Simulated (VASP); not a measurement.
# C in VASP: a series of runs

Runs on C. Level: LDA. Tasks: single point.

Everything below comes from runs of VASP 6.6.1. Logs are shortened: lines on timing, memory, paths and dates and some standing lists are left out, and cuts for length are marked.

### Step 1. Starting point

The cell holds a slab with vacuum, 8 atoms: a = 2.460 Å, b = 2.460 Å, c = 26.955 Å, α = 90.00°, β = 90.00°, γ = 120.00°.

The slab is cut from a database's or a generator's crystal, which needn't be the stable form of the element.

### Step 2. Single point, LDA

INCAR

```
SYSTEM = C
PREC = Accurate ; ENCUT = 460
EDIFF = 1E-7 ; ISMEAR = 1
SIGMA = 0.1 ; LREAL = .FALSE.
LASPH = .TRUE. ; NELM = 120
ALGO = Normal ; ISIF = 2
LWAVE = .FALSE. ; LCHARG = .FALSE.
LDIPOL = .TRUE. ; IDIPOL = 3
DIPOL = 0.5 0.5 0.500 ; NBANDS = 32
LVHAR = .TRUE. ; LVACPOTAV = .TRUE.
```

KPOINTS

```
Automatic mesh
0
G
  15 15 1
  0 0 0
```

POSCAR

```
C
1.0
    2.4599989204      0.0000000000      0.0000000000
   -1.2299994602      2.1304215583      0.0000000000
    0.0000000000      0.0000000000     26.9550000000
C
8
Direct
    0.6666666667      0.3333333333      0.1483954739
    0.3333333334      0.6666666667      0.1488091263
    0.6666666667      0.3333333333      0.4375384901
    0.3333333334      0.6666666667      0.4379521425
    0.3333333334      0.6666666667      0.5620478575
    0.0000000000      0.0000000000      0.5624615099
    0.3333333334      0.6666666667      0.8511908737
    0.0000000000      0.0000000000      0.8516045261
```

Potentials or basis: VASP PAW LDA potentials, release 64 (C).

Run with:

```console
$ cat potpaw_LDA.64/C/POTCAR > POTCAR
$ mpirun -np 1 vasp_std > vasp.out
```

OUTCAR:

```text
SYSTEM = C
   PREC = Accurate
   ENCUT = 460
   EDIFF = 1E-7
   ISMEAR = 1
   LREAL = .FALSE.
   LASPH = .TRUE.
   NELM = 120
   ISIF = 2

 Found     27 irreducible k-points:

 Following reciprocal coordinates:
            Coordinates               Weight
  0.000000  0.000000  0.000000      1.000000
  0.066667  0.000000  0.000000      6.000000
  0.133333  0.000000  0.000000      6.000000
  0.200000  0.000000  0.000000      6.000000
  0.266667  0.000000  0.000000      6.000000
  0.333333  0.000000  0.000000      6.000000
   k-points           NKPTS =     27   k-points in BZ     NKDIM =     27   number of bands    NBANDS=     32
   number of dos      NEDOS =    301   number of ions     NIONS =      8
   total plane-waves  NPLWV =  62208
   dimension x,y,z NGX =    18 NGY =   18 NGZ =  192
   dimension x,y,z NGXF=    36 NGYF=   36 NGZF=  384
   ions per type =               8
   NGX,Y,Z   is equivalent  to a cutoff of  12.16, 12.16, 11.84 a.u.
   NGXF,Y,Z  is equivalent  to a cutoff of  24.33, 24.33, 23.68 a.u.
 SYSTEM =  C
   PREC   = accura    normal or accurate (medium, high low for compatibility)
   ISTART =      0    job   : 0-new  1-cont  2-samecut
   ICHARG =      2    charge: 1-file 2-atom 10-const
   ISPIN  =      1    spin polarized calculation?
   LNONCOLLINEAR =      F non collinear calculations
   LSORBIT =      F    spin-orbit coupling
   LASPH  =      T    aspherical Exc in radial PAW
   ENCUT  =  460.0 eV  33.81 Ry    5.81 a.u.   4.30  4.30 47.14*2*pi/ulx,y,z
   NELM   =    120;   NELMIN=  2; NELMDL= -5     # of ELM steps
   EDIFF  = 0.1E-06   stopping-criterion for ELM
   LREAL  =      F    real-space projection
   EDIFFG = 0.1E-05   stopping-criterion for IOM
   NSW    =      0    number of steps for IOM
   IBRION =     -1    ionic relax: 0-MD 1-quasi-New 2-CG
   NFREE  =      0    steps in history (QN), initial steepest desc. (CG)
   ISIF   =      2    stress and relaxation
   ISYM   =      2    0-nonsym 1-usesym 2-fastsym
   POTIM  = 0.5000    time-step for ionic-motion
   TEBEG  =    0.0;   TEEND  =   0.0 temperature during run
   PSTRESS=    0.0 pullay stress
   NELECT =      32.0000    total number of electrons
   NUPDOWN=      -1.0000    fix difference up-down
   EMIN   =  10.00;   EMAX   =-10.00  energy-range for DOS
   EFERMI =   0.00;   METHOD = LEGACY
   ISMEAR =     1;   SIGMA  =   0.10  broadening in eV -4-tet -1-fermi 0-gaus
   EFERMI_NEDOS =   21; number of points for ismear=-14 and -15
   IALGO  =     38    algorithm
   IMIX   =      4    mixing-type and parameters
     AMIX     =   0.40;   BMIX     =  1.00
     AMIX_MAG =   1.60;   BMIX_MAG =  1.00
  volume/ion in A,a.u.               =      17.66       119.16
  Fermi-wavevector in a.u.,A,eV,Ry     =   0.997956  1.885864 13.550272  0.995917
  Thomas-Fermi vector in A             =   2.130147
   LORBIT       =      0    0 simple, 1 ext, 2 COOP (PROOUT), +10 PAW based schemes
   GGA     = CA    functional components
   LHFCALC =     F    Hartree Fock is set to
   AEXX    =    0.0000 exact exchange contribution
   IVDW    =     0    specifies the selected vdW correction
   LEPSILON=     F    determine dielectric tensor
   LRPA    =     F    only Hartree local field effects (RPA)
 non-spin polarized calculation
 Methfessel and Paxton  Order N= 1 SIGMA  =   0.10
  energy-cutoff  :      460.00
  volume of cell :      141.27
 maximum number of plane-waves:      3241
 NGX is ok and might be reduce to    18
   NGX =  9   NGY =  9   NGZ = 95

 dipolmoment           0.000000      0.000000      0.000000 electrons x Angstroem

 number of electron      31.9999988 magnetization

 dipolmoment           0.000000      0.000000     -0.000000 electrons x Angstroem

 Free energy of the ion-electron system (eV)
  ---------------------------------------------------
  ext. energy  EPLUGINS =         0.00000000
  ---------------------------------------------------
  free energy    TOTEN  =       -80.73808739 eV

  energy without entropy =      -80.73658322  energy(sigma->0) =      -80.73758600

 E-fermi :   0.0313     XC(G=0):  -6.1648

 val. band max:        0.0302303291   @ k =   0.3333   0.3333   0.0000
 cond. band min:       0.0316379101   @ k =   0.3333   0.3333   0.0000
 fundamental gap:      0.0014075809
 Fermi energy:         0.0313397742

 k-point     1 :       0.0000    0.0000    0.0000
  band No.  band energies     occupation
      1     -19.3860      2.00000
      2     -19.3255      2.00000
      3     -19.3255      2.00000
      4     -19.2259      2.00000
      5      -8.1457      2.00000
      6      -7.6572      2.00000
[... 20 lines left out ...]
     27       8.3387      0.00000
     28       8.3493      0.00000

 k-point     2 :       0.0667    0.0000    0.0000
  band No.  band energies     occupation
      1     -19.2806      2.00000
      2     -19.2207      2.00000
      3     -19.2207      2.00000
      4     -19.1216      2.00000
      5      -8.0174      2.00000
      6      -7.5308      2.00000
[... 20 lines left out ...]
     27       8.4335      0.00000
     28       8.6656      0.00000

 k-point     3 :       0.1333    0.0000    0.0000
  band No.  band energies     occupation
      1     -18.9651      2.00000
      2     -18.9069      2.00000
      3     -18.9069      2.00000
      4     -18.8093      2.00000
      5      -7.6343      2.00000
      6      -7.1535      2.00000
[... 20 lines left out ...]
     27       8.4960      0.00000
     28       9.0705      0.00000

 k-point     4 :       0.2000    0.0000    0.0000
  band No.  band energies     occupation
      1     -18.4418      2.00000
      2     -18.3864      2.00000
      3     -18.3864      2.00000
      4     -18.2913      2.00000
      5      -7.0027      2.00000
      6      -6.5327      2.00000
[... 20 lines left out ...]
     27       8.3786      0.00000
     28       8.5622      0.00000

 k-point     5 :       0.2667    0.0000    0.0000
  band No.  band energies     occupation
      1     -17.7148      2.00000
      2     -17.6633      2.00000
      3     -17.6633      2.00000
      4     -17.5715      2.00000
      5      -7.7633      2.00000
      6      -7.7586      2.00000
[... 20 lines left out ...]
     27       8.0731      0.00000
     28       8.0825      0.00000

 k-point     6 :       0.3333    0.0000    0.0000
  band No.  band energies     occupation
      1     -16.7912      2.00000
      2     -16.7445      2.00000
      3     -16.7445      2.00000
      4     -16.6569      2.00000
      5      -9.5207      2.00000
      6      -9.5082      2.00000
[... 20 lines left out ...]
     27       7.9291      0.00000
     28       8.0200      0.00000

 [... further k-points ...]

 [bands above 28 left out]

------------------------ aborting loop because EDIFF is reached ----------------------------------------

  FORCE on cell =-STRESS in cart. coord.  units (eV):
  Direction    XX          YY          ZZ          XY          YZ          ZX
  --------------------------------------------------------------------------------------
  -------------------------------------------------------------------------------------
  Total       -2.9183890     -2.9183890     -0.2128756      0.0000000      0.0000000     -0.0000000
  in kB      -33.0989302    -33.0989302     -2.4143303      0.0000000      0.0000000     -0.0000000
  external PRESSURE =     -22.8707302 kB  Pullay stress =       0.0000000 kB

 VOLUME and BASIS-vectors are now :
 -----------------------------------------------------------------------------
  energy-cutoff  :      460.00
  volume of cell :      141.27
      direct lattice vectors                 reciprocal lattice vectors
     2.459998920  0.000000000  0.000000000     0.406504243  0.234695334  0.000000000
    -1.229999460  2.130421558  0.000000000     0.000000000  0.469390669  0.000000000
     0.000000000  0.000000000 26.955000000     0.000000000  0.000000000  0.037098868

 POSITION                                       TOTAL-FORCE (eV/Angst)
 -----------------------------------------------------------------------------------
      1.23000      0.71014      4.00000         0.000000      0.000000      0.197824
      0.00000      1.42028      4.01115         0.000000     -0.000000     -0.197800
      1.23000      0.71014     11.79385        -0.000000      0.000000      0.189619
      0.00000      1.42028     11.80500        -0.000000      0.000000     -0.177240
      0.00000      1.42028     15.15000         0.000000     -0.000000      0.177240
      0.00000      0.00000     15.16115         0.000000     -0.000000     -0.189619
      0.00000      1.42028     22.94385        -0.000000      0.000000      0.197800
      0.00000      0.00000     22.95500        -0.000000      0.000000     -0.197824
 -----------------------------------------------------------------------------------
    total drift:                               -0.000000     -0.000000     -0.000000

  FREE ENERGIE OF THE ION-ELECTRON SYSTEM (eV)
  ---------------------------------------------------
  free  energy   TOTEN  =       -80.7380873921 eV

  energy  without entropy=      -80.7365832159  energy(sigma->0) =      -80.73758600

 vacuum level on the upper side and lower side of the slab         4.550         4.550
```

Wall time 79 s (1 thread of AMD EPYC 9R45 (Zen 5), shared host); peak memory 0.19 GiB.

These settings aren't checked as converged: the numbers below hold their error.

Results:

```yaml
Free_energy: -80.7381 eV
Largest_force: 0.198 eV/Å
Band_gap_on_the_k_mesh: none (metal or under the smearing width)
Work_function_of_the_upper_face: 4.52 eV
Work_function_of_the_lower_face: 4.52 eV
```

Caveat: the cutoff is under 1.25 times the usual one of these potentials, so pressure, stress and relaxed cells hold a basis-set (Pulay) error.

### Step 3. Single point, LDA

This run uses another cell than the first one, of 22.24 Å³/atom, 1.260 times its volume.

INCAR

```
SYSTEM = C
PREC = Accurate ; ENCUT = 460
EDIFF = 1E-7 ; ISMEAR = 1
SIGMA = 0.1 ; LREAL = .FALSE.
LASPH = .TRUE. ; NELM = 120
ALGO = Normal ; ISIF = 2
LWAVE = .FALSE. ; LCHARG = .FALSE.
NBANDS = 32 ; LVHAR = .TRUE.
LVACPOTAV = .TRUE. ; IDIPOL = 3
```

KPOINTS

```
Automatic mesh
0
G
  12 12 1
  0 0 0
```

POSCAR

```
C
1.0
    2.4599989204      0.0000000000      0.0000000000
   -1.2299994602      2.1304215583      0.0000000000
    0.0000000000      0.0000000000     33.9550000000
C
8
Direct
    0.6666666667      0.3333333333      0.2208805772
    0.3333333334      0.6666666667      0.2212089530
    0.6666666667      0.3333333333      0.4504152555
    0.3333333334      0.6666666667      0.4507436313
    0.3333333334      0.6666666667      0.5492563687
    0.0000000000      0.0000000000      0.5495847445
    0.3333333334      0.6666666667      0.7787910470
    0.0000000000      0.0000000000      0.7791194228
```

Potentials or basis: VASP PAW LDA potentials, release 64 (C).

Run with:

```console
$ cat potpaw_LDA.64/C/POTCAR > POTCAR
$ mpirun -np 1 vasp_std > vasp.out
```

Wall time 82 s (1 thread of AMD EPYC 9R45 (Zen 5), shared host); peak memory 0.2 GiB.

The run converged, but some of its settings lie outside the range that counts as converged, so its numbers aren't taken as properties of the slab.

What came out:

```yaml
Free_energy: -80.7282 eV
Largest_force: 0.198 eV/Å
Band_gap_on_the_k_mesh: none (metal or under the smearing width)
```

Caveat: the cutoff is under 1.25 times the usual one of these potentials, so pressure, stress and relaxed cells hold a basis-set (Pulay) error.

### Step 4. Single point, LDA

This run uses another cell than the first one, of 20.28 Å³/atom, 1.148 times its volume.

INCAR

```
SYSTEM = C
PREC = Accurate ; ENCUT = 650
EDIFF = 1E-7 ; ISMEAR = 1
SIGMA = 0.1 ; LREAL = .FALSE.
LASPH = .TRUE. ; NELM = 120
ALGO = Normal ; ISIF = 2
LWAVE = .FALSE. ; LCHARG = .FALSE.
LDIPOL = .TRUE. ; IDIPOL = 3
DIPOL = 0.5 0.5 0.500 ; NBANDS = 32
LVHAR = .TRUE. ; LVACPOTAV = .TRUE.
```

KPOINTS is that of step 3.

POSCAR

```
C
1.0
    2.4599989204      0.0000000000      0.0000000000
   -1.2299994602      2.1304215583      0.0000000000
    0.0000000000      0.0000000000     30.9550000000
C
8
Direct
    0.6666666667      0.3333333333      0.1938297529
    0.3333333334      0.6666666667      0.1941899532
    0.6666666667      0.3333333333      0.4456097561
    0.3333333334      0.6666666667      0.4459699564
    0.3333333334      0.6666666667      0.5540300436
    0.0000000000      0.0000000000      0.5543902439
    0.3333333334      0.6666666667      0.8058100468
    0.0000000000      0.0000000000      0.8061702471
```

Run with:

```console
$ cat potpaw_LDA.64/C/POTCAR > POTCAR
$ mpirun -np 1 vasp_std > vasp.out
```

Run time: 1.9 min. Hardware: 1 thread of AMD EPYC 9R45 (Zen 5), shared host; peak memory 0.25 GiB.

The run converged, but some of its settings lie outside the range that counts as converged, so its numbers aren't taken as properties of the slab.

What came out:

```
Free energy                     : -80.7633 eV
Largest force                   : 0.198 eV/Å
Band gap on the k mesh          : none (metal or under the smearing width)
Work function of the upper face : 4.53 eV
Work function of the lower face : 4.53 eV
```
